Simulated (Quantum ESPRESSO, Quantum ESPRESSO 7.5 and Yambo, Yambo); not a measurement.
**RbBr (Fm-3m): G0W0 on several meshes in Yambo**

Wanted: mesh dependence and cost of G0W0 for RbBr (Fm-3m).

Method: PBE and many-body steps on it, plane waves, in Quantum ESPRESSO 7.5 and Yambo 5.3.0.

The database entry behind the starting cell differs from later determinations by our own check (about 0.5 % short), so it need not match the best structure at ambient conditions.

## Step 1: Set-up

The structure is cubic, space group Fm-3m (No. 225). Conventional cell: a = 6.854 Å, b = 6.854 Å, c = 6.854 Å, α = 90.00°, β = 90.00°, γ = 90.00°. Nearest to Rb lie 6 Br at 3.43 Å. Nearest to Br lie 6 Rb at 3.43 Å. Farther neighbours and most contacts between anions are not listed.

Coordinates:

```cif
data_structure
_symmetry_space_group_name_H-M 'P 1'
_symmetry_Int_Tables_number 1
_cell_length_a 4.8465
_cell_length_b 4.8465
_cell_length_c 4.8465
_cell_angle_alpha 60.000
_cell_angle_beta 60.000
_cell_angle_gamma 60.000
_cell_volume 80.50
loop_
_atom_site_label
_atom_site_type_symbol
_atom_site_fract_x
_atom_site_fract_y
_atom_site_fract_z
_atom_site_occupancy
Rb1 Rb 0.00000 0.00000 0.00000 1
Br2 Br 0.50000 0.50000 0.50000 1
```

The cell and positions come from the Crystallography Open Database and are kept as given unless a step says otherwise.

## Step 2: Empty states on the mesh, 4×4×4 mesh, 348 bands

This step: Quantum ESPRESSO 7.5; DFT, PBE, plane waves, norm-conserving pseudopotentials.

The sums over transitions need many empty states on a uniform mesh; this step solves for them.

Contents of pw.in:

```
&control
  calculation = 'nscf'
  prefix = 'x'
  outdir = 'o'
  pseudo_dir = 'pseudo'
/
&system
  ibrav = 0
  nat = 2
  ntyp = 2
  ecutwfc = 76.0
  nbnd = 348
  force_symmorphic = .true.
/
&electrons
  conv_thr = 1e-9
  electron_maxstep = 80
  diago_full_acc = .true.
  diago_thr_init = 5e-6
/
ATOMIC_SPECIES
  Rb 85.468 Rb.upf
  Br 79.904 Br.upf
CELL_PARAMETERS angstrom
  0.0000000000 3.4270000000 3.4270000000
  3.4270000000 0.0000000000 3.4270000000
  3.4270000000 3.4270000000 -0.0000000000
ATOMIC_POSITIONS crystal
  Rb 0.0000000000 0.0000000000 0.0000000000
  Br 0.5000000000 0.5000000000 0.5000000000
K_POINTS automatic
  4 4 4 0 0 0
```

Started as:

```bash
> OMP_NUM_THREADS=1 mpirun -n 4 pw.x -nk 4 -in pw.in > pw.out
```

What it wrote:

```text
Program PWSCF v.7.5 starts

     This program is part of the open-source Quantum ESPRESSO suite
     for quantum simulation of materials; please cite
         "P. Giannozzi et al., J. Phys.:Condens. Matter 21 395502 (2009);
         "P. Giannozzi et al., J. Phys.:Condens. Matter 29 465901 (2017);
         "P. Giannozzi et al., J. Chem. Phys. 152 154105 (2020);
     in publications or presentations arising from this work. More details at

     Atomic positions and unit cell read from directory:
     o/x.save/

     Message from routine setup:
[...]
46.1279  46.1888  46.2049  49.0310  49.9487  51.7198  51.7198  52.7416
     [... 32 further rows ...]
   144.1007 144.9955 146.6055 146.6055 146.9085 147.6932 147.6932 148.0930
   148.3665 148.3665 148.3797 148.3797

          k = 0.3536 0.0000 0.0000 (  6102 PWs)   bands (ev):

     [... further k-points ...]

     highest occupied, lowest unoccupied level (ev):     2.1322    6.4965

     XML data file, pseudopotentials, collected wavefunctions

=------------------------------------------------------------------------------=
   JOB DONE.
=------------------------------------------------------------------------------=
```

The job ended after 1.7 min (4 MPI ranks of Arm Neoverse N1, shared host; peak memory 0.96 GiB).

Numbers from this step:

| Quantity | Value |
| --- | --- |
| gap | 4.364 eV |
| k of the valence top | 0, 0, 0 |
| k of the conduction bottom | 0, 0, 0 |
| least direct gap | 4.364 eV |
| k points computed | 8 |
| lowest point of the top converged band, above the valence top | 146.0202 eV |

On this mesh the gap is 4.364 eV.

The density comes from a self-consistent run that is not shown.

## Step 3: Conversion and set-up

This step: Yambo 5.3.0; conversion and set-up on PBE, plane waves, norm-conserving pseudopotentials.

The states are converted to the many-body program's format and the q mesh is built.

Started as:

```bash
> (cd o/x.save; p2y > p2y.log; mv SAVE ../..); yambo > setup.log
```

What it wrote:

```text
 Yambo, version 5.3.0

 [02] CORE Variables Setup
 =========================

  [02.01] Unit cells
  ==================

  Cell kind             :  FCC
  Atoms in the cell     :  Rb  Br
  number of Rb atoms    :  1
  number of Br atoms    :  1

  List of atomic masses
  Mass of Rb    :  85.46800
  Mass of Br    :  79.90400

  List of atomic coordinates    : [cc]
  Rb1       :  0.000000  0.000000  0.000000  order 1
  Br1       :  6.476091  6.476091  6.476091  order 2

  Alat factors          :  6.476091  6.476091  6.476091 [a.u.]
  Direct lattice volume :  543.2114 [a.u.]
[...]
==========================================

 IBZ Q-points                                      :   8
 BZ  Q-points                                      :   64

 K/Q-points units:
 rlu = crystal or reduced units; cc = cartesian coordinates; iku = interal k-units

 Q [1]          [rlu]:  0.000000  0.000000  0.000000
 Q [2]          [rlu]:  0.20505E-16 -0.72508E-17  0.25000
 Q [3]          [rlu]: -0.41010E-16  0.14502E-16 -0.50000
[...]
Q [7]          [rlu]: -0.63786E-16 -0.50000     -0.50000
 Q [8]          [rlu]:  0.250000 -0.500000 -0.250000

  [03.01] X indexes
  =================

   [03.01.01] Sigma indexes
   ========================

 [06] Game Over & Game summary
```

Wall time 4.7 s (1 MPI rank); peak memory 0.26 GiB.

## Step 4: 4×4×4

G0W0 replaces the xc potential by the self-energy, built once from these orbitals. Only a window of levels is corrected, while the sums run over the empty bands that the input names.

This step: G0W0 on PBE, plane waves, norm-conserving pseudopotentials.

Contents of gw2.in:

```
HF_and_locXC
gw0
dyson
ppa
em1d
rim_cut
RandQpts= 1000000
RandGvec= 1 RL
EXXRLvcs= 76 Ry
VXCRLvcs= 304 Ry
Chimod= "HARTREE"
% BndsRnXp
 1 | 149 |
%
NGsBlkXp= 11.5 Ry
% LongDrXp
 1 | 1 | 1 |
%
% GbndRnge
 1 | 149 |
%
DysSolver= "n"
ExtendOut
PPAPntXp= 27.21138 eV
% QPkrange
 1 | 1 | 12 | 15 |
%
```

Started as:

```bash
> OMP_NUM_THREADS=1 mpirun -n 4 yambo -F gw2.in -J gw2 -C gw2 > gw2.log
```

What it wrote:

```text
 Yambo, version 5.3.0

 [02] CORE Variables Setup
 =========================

  [... cell, symmetries and grids as in the set-up ...]

  [02.05] Energies & Occupations
  ==============================

  [X] === General ===
  [X] Electronic Temperature                        :  0.000000  0.000000 [eV K]
  [X] Bosonic    Temperature                        :  0.000000  0.000000 [eV K]
  [X] Finite Temperature mode                       : no
  [X] El. density                                   :  0.32300E+24 [cm-3]
  [X] Fermi Level                                   :  2.132238 [eV]

  [X] === Gaps and Widths ===
  [X] Conduction Band Min                           :  4.364251 [eV]
  [X] Valence Band Max                              :  0.000000 [eV]
  [X] Filled Bands                                  :  13
  [X] Empty Bands                                   :    14   348
  [X] Direct Gap                                    :  4.364251 [eV]
  [X] Direct Gap localized at k                     :  1
  [X] Indirect Gap                                  :  4.364251 [eV]
  [X] Indirect Gap between kpts                     :  1  1
  [X] Last valence band width                       :  0.354275 [eV]
  [X] 1st conduction band width                     :  2.722711 [eV]

 [03] Transferred momenta grid and indexing
 ==========================================

 IBZ Q-points                                      :   8
 BZ  Q-points                                      :   64

 K/Q-points units:
 rlu = crystal or reduced units; cc = cartesian coordinates; iku = interal k-units

 Q [1]          [rlu]:  0.000000  0.000000  0.000000
 Q [2]          [rlu]:  0.20505E-16 -0.72508E-17  0.25000
 Q [3]          [rlu]: -0.41010E-16  0.14502E-16 -0.50000
 Q [4]          [rlu]:  0.31893E-16  0.25000      0.25000
 Q [5]          [rlu]:  0.34809E-16  0.25000      0.50000
 Q [6]          [rlu]:  0.99473E-16  0.25000     -0.25000
 Q [7]          [rlu]: -0.63786E-16 -0.50000     -0.50000
 Q [8]          [rlu]:  0.250000 -0.500000 -0.250000

 [04] Coloumb potential Random Integration (RIM)
 ===============================================

  [04.01] RIM initialization
  ==========================

  * Diagonal components only detected *

  8 x (sBL volume)        :  0.057080 [a.u.]
  sBZ random points       :  1000000
  Points outside the sBZ  :   7968281
  RL volume               :  0.456637 [a.u.]
  Integrated volume       :  0.458454 [a.u.]

  [04.02] RIM integrals
  =====================

  Gamma point sphere radius             :  0.069841 [a.u.]
  Points outside the sphere             :   800476
  [Int_sBZ(q=0) 1/q^2]*(Vol_sBZ)^(-1/3) =:  7.776341
                                 should be <:  7.795600

  Summary of Coulomb integrals for non-metallic bands |Q|[au] RIM/Bare

  Q [1] 0.100000E-4 0.997530 * Q [2] 0.210057 1.069186
  Q [4] 0.242553 1.068537 * Q [6] 0.343022 1.029949
  Q [5] 0.402229 1.023412 * Q [3] 0.420114 1.020404
  Q [7] 0.485106 1.016961 * Q [8] 0.542365 1.013888

 [WARNING] [Xp] User bands 1-149 break level degeneracy

 [05] Dipoles
 ============

  [05.01] Setup: observables and procedures
  =========================================

 [06] Dynamic Dielectric Matrix (PPA)
 ====================================

 [WR./gw2//ndb.pp]---------------------------------------------------------------
  Brillouin Zone Q/K grids (IBZ/BZ)                :    8   64    8   64
  RL vectors                                       :   7343 [WF]
  Coulomb cutoff potential                         : none
  Electronic Temperature                           :  0.000000 [K]
  Bosonic    Temperature                           :  0.000000 [K]
  PPA    diel. fun.  energies                      : Perdew, Burke & Ernzerhof(X)+Perdew, Burke & Ernzerhof(C)
  wavefunctions                                    : Perdew, Burke & Ernzerhof(X)+Perdew, Burke & Ernzerhof(C)
  Global Gauge                                     : length
  X matrix size                                    :   387
  X band range                                     :    1  149
  X e/h energy range                               : -1.000000 -1.000000 [eV]
  X Time ordering                                  : R
  X Hxc Kernel                                     : HARTREE
  X Drude frequency                                :  0.000000  0.000000
  X poles                                          :  100.0000 [o/o]
  RL vectors in the sum                            :   7343
  [r,Vnl] included                                 : yes
  Field direction                                  :  0.577350E-5  0.577350E-5  0.577350E-5
  BZ energy Double Grid                            : no
  BZ energy DbGd points                            : 0
  BZ Q point size factor                           : -1.000000
  X Optical Averaged directions                    : none

 [07] Local Exchange-Correlation + Non-Local Fock
 ================================================

 [VXC] Plane waves :   48671
 [EXS] Plane waves :   6081

 QP @ state[ 1 ] K range:  1  1
 QP @ state[ 1 ] b range:  12  15

 [xc] Functional : Perdew, Burke & Ernzerhof(X)+Perdew, Burke & Ernzerhof(C)
 [xc] LIBXC used to calculate xc functional
  PP Number of Atomic Species                      :  2
  NLCC RL compoments                               :   48671
  PP Number of Atomic Species                      :  2
  NLCC RL compoments                               :   48671

 [xc] E_xc :  -16.27496 [Ha]
      E_xc :  -32.54992 [Ry]

  Local XC kind (lXC) : Perdew, Burke & Ernzerhof(X)+Perdew, Burke & Ernzerhof(C)
  Non-Local XC kind (nlXC) : Hartree-Fock

  Corrections @ K [1] :  [eV]
 <12|nlXC|12> = -19.41607  0.29846E-17 <12|lXC|12> = -14.22687 -0.62046E-21
 <13|nlXC|13> = -19.41604  0.25755E-17 <13|lXC|13> = -14.22687 -0.15341E-15
 <14|nlXC|14> = -3.641018  0.17070E-17 <14|lXC|14> = -6.942251 -0.18883E-15
 <15|nlXC|15> = -3.253735  0.84129E-18 <15|lXC|15> = -7.444604  0.59760E-20

 [08] Dyson equation: Newton solver
 ==================================

  [08.01] G0W0 (W PPA)
  ====================

  [  GW  ] Bands range     :    1  149
  [GW/PPA] G damping       :  0.100000 [eV]

  QP @ state[ 1 ] K range:  1  1
  QP @ state[ 1 ] b range:  12  15

   Sc/G bands                                       :    1  149
   Sc/G damping                                     :  0.100000 ev
   Sc bands terminator                              : no
   Sx RL components                                 :   6081

   QP @ state[ 1 ] K range                          :  1  1
   QP @ state[ 1 ] b range                          :  12  15
   GF energies kind                                 : Perdew, Burke & Ernzerhof(X)+Perdew, Burke & Ernzerhof(C)
   GF WF`s kind                                     : Perdew, Burke & Ernzerhof(X)+Perdew, Burke & Ernzerhof(C)
   Xs energies kind                                 : Perdew, Burke & Ernzerhof(X)+Perdew, Burke & Ernzerhof(C)
   Xs WF`s kind                                     : Perdew, Burke & Ernzerhof(X)+Perdew, Burke & Ernzerhof(C)

 [11] Game Over & Game summary
```

Run time: 5.7 min. Hardware: 4 MPI ranks; peak memory 1.9 GiB.

This step gave:

```
G0W0 gap on the points computed              : 7.531 eV
starting gap on the mesh                     : 4.364 eV
k of the valence top                         : 0, 0, 0
k of the conduction bottom                   : 0, 0, 0
least direct G0W0 gap on the computed points : 7.531 eV
Z at the valence top                         : 0.8263
Z at the conduction bottom                   : 0.8767
```

The gap on the mesh goes from 4.36 eV to 7.53 eV, a correction of +3.17 eV.

## Step 5: Empty states on the mesh, 2×2×2 mesh, 149 bands

This step: Quantum ESPRESSO 7.5; DFT, PBE, plane waves, norm-conserving pseudopotentials.

Edit pw.in of step 2 so:

```diff
@@ -11,3 +11,3 @@
   ecutwfc = 76.0
-  nbnd = 348
+  nbnd = 149
   force_symmorphic = .true.
@@ -31,2 +31,2 @@
 K_POINTS automatic
-  4 4 4 0 0 0
+  2 2 2 0 0 0
```

Started as:

```bash
> OMP_NUM_THREADS=1 mpirun -n 4 pw.x -nk 4 -in pw.in > pw.out
```

What it wrote:

```text
[banner, memory and clock lines left out]
Program PWSCF v.7.5 starts

     Atomic positions and unit cell read from directory:
     o/x.save/

     Message from routine setup:
     using ibrav=0 with symmetry is DISCOURAGED, use correct ibrav instead

     Message from routine divide_et_impera:
     suboptimal parallelization: some nodes have no k-points

     G-vector sticks info

     bravais-lattice index     =            0
     lattice parameter (alat)  =       9.1586  a.u.
     unit-cell volume          =     543.2114 (a.u.)^3
     number of atoms/cell      =            2
[...]
76.5932  76.5932  78.0579  80.6448  80.6448

          k =-0.3536-0.3536 0.3536 (  6116 PWs)   bands (ev):

[...]
[... 7 further rows ...]
[...]
78.7342  79.2313  79.2313  80.0210  80.7667

          k =-0.7071 0.0000 0.0000 (  6074 PWs)   bands (ev):

[...]
46.6624  46.7709  48.6545  48.7065  50.2984  50.4526  50.4526  51.6358
     [... 7 further rows ...]
    76.0468  76.0640  76.0640  77.7317  77.9811  79.5600  81.2008  81.4199
    82.0043  82.1413  82.1448  82.1448  83.6300

     highest occupied, lowest unoccupied level (ev):     2.1322    6.4965

     XML data file, pseudopotentials, collected wavefunctions
```

Elapsed: 17 s, on 4 MPI ranks; peak memory 0.45 GiB.

Numbers from this step:

```yaml
gap: 4.364 eV
k_of_the_valence_top: 0, 0, 0
k_of_the_conduction_bottom: 0, 0, 0
least_direct_gap: 4.364 eV
k_points_computed: 3
lowest_point_of_the_top_converged_band_above_the_valence_top: 78.5125 eV
```

On this mesh the gap is 4.364 eV.

(Part 1 of 2 ends here.)

[Paths, hosts, dates, memory and timing lines, banners, echoed tables and standing remarks are left out of the program output.]

[Logs are printed without paths, hosts, clocks, repeated set-up lines and the standing remarks that a program may print on its own settings, such as how far it seeks lower states.]

[Runs of the session that timed out or met a known fault of the program may be left out.]

[Hosts, paths, dates, database ids (printed as entryN), source tags and the programs' standing remarks are cut or masked in the printed files.]
